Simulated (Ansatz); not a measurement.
**Li under changes of volume**

One of the cells (21.609 Å³/atom); the others are scaled copies at fixed shape and fractional positions:

```
Li
1.0
    -1.75465    1.75465    1.75465
     1.75465   -1.75465    1.75465
     1.75465    1.75465   -1.75465
Li
1
Direct
  0.00000 0.00000 0.00000
```

| Quantity | Value |
| --- | --- |
| Program | Ansatz 0.2.0 |
| Functional | r2SCAN |
| Dispersion | D4 |
| Potentials or basis | Ansatz PAW |
| Cutoff | 500 eV (not typed: the program's choice for these potentials) |
| k mesh | 11 × 11 × 11 |
| Occupations | fermi-dirac, width 0.05 eV |
| Spin | no spin polarisation |

```csv
volume (Å³/atom),energy over the lowest point (meV/atom),pressure (GPa)
20.312,?,?
20.744,0.00,0.1
21.177,0.08,-0.2
21.609,0.85,-0.4
22.041,2.26,-0.6
22.473,4.26,-0.8
22.905,6.78,-1.0
```

Question: What does the run at 20.312 Å³/atom give?

Answer: Energy over the lowest point 0.68 meV/atom; pressure 0.4 GPa.

Worked out: A Birch-Murnaghan fit of order 3 (a polynomial in V^(-2/3)) to the other rows has its minimum at 20.91 Å³/atom with B0 = V·E''(V) = 13.2 GPa and B' = 3.4. It gives 0.69 meV/atom at 20.312 Å³/atom, against the run's 0.68, and -dE/dV = 0.4 GPa, against 0.4.

Energies are extrapolated to zero smearing.

Caveats: the PAW data sets were made with another functional, which shifts forces and pressure a little; pairwise dispersion overbinds metals, which lowers pressure and volume.
